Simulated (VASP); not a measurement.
Sc: single point with r2SCAN

Sc:

```
Sc
1.0
    -1.91721    1.91721    1.71760
     1.91721   -1.91721    1.71760
     1.91721    1.91721   -1.71760
Sc
1
Cartesian
  0.0000 0.0000 0.0000
```

This isn't the form of Sc at room conditions, which is hcp.

* Program: VASP 6.6.1
* Task: single point
* Functional: r2SCAN
* Potentials or basis: VASP PAW PBE potentials, release 64 (Sc_sv)
* Cutoff: 520 eV
* k mesh: 8 × 8 × 8
* Occupations: gaussian, width 0.1 eV
* Spin: no spin polarisation

| Item | Value |
| --- | --- |
| Pressure | -0.3 GPa |
| Band gap on the k mesh | none (metal or under the smearing width) |

Stress tensor (GPa, compression positive):
```
-1.11  0.00  0.00
 0.00 -1.11  0.00
 0.00  0.00  1.30
```

Levels at points of the mesh, in eV from the Fermi level:
```tsv
k point	band 2	band 3	band 4	band 5	band 6	band 7	band 8	band 9
(0.00, 0.00, 0.00)	-29.23	-29.23	-29.20	-5.55	1.25	1.97	1.97	2.52
(0.50, 0.00, 0.00)	-29.59	-29.36	-29.24	-1.75	0.21	0.49	2.96	3.70
(0.50, 0.50, 0.00)	-29.61	-29.29	-29.22	-1.90	-0.12	1.06	2.47	3.08
(0.50, 0.50, 0.50)	-29.51	-29.51	-29.40	-1.39	-1.15	4.03	4.03	4.15
```

Wall time 29 s on 1 thread of Intel(R) Xeon(R) 6975P-C (Granite Rapids) (shared host), peak memory 0.14 GiB.

Caveat: the PAW data sets were made with another functional, which shifts forces and pressure a little.
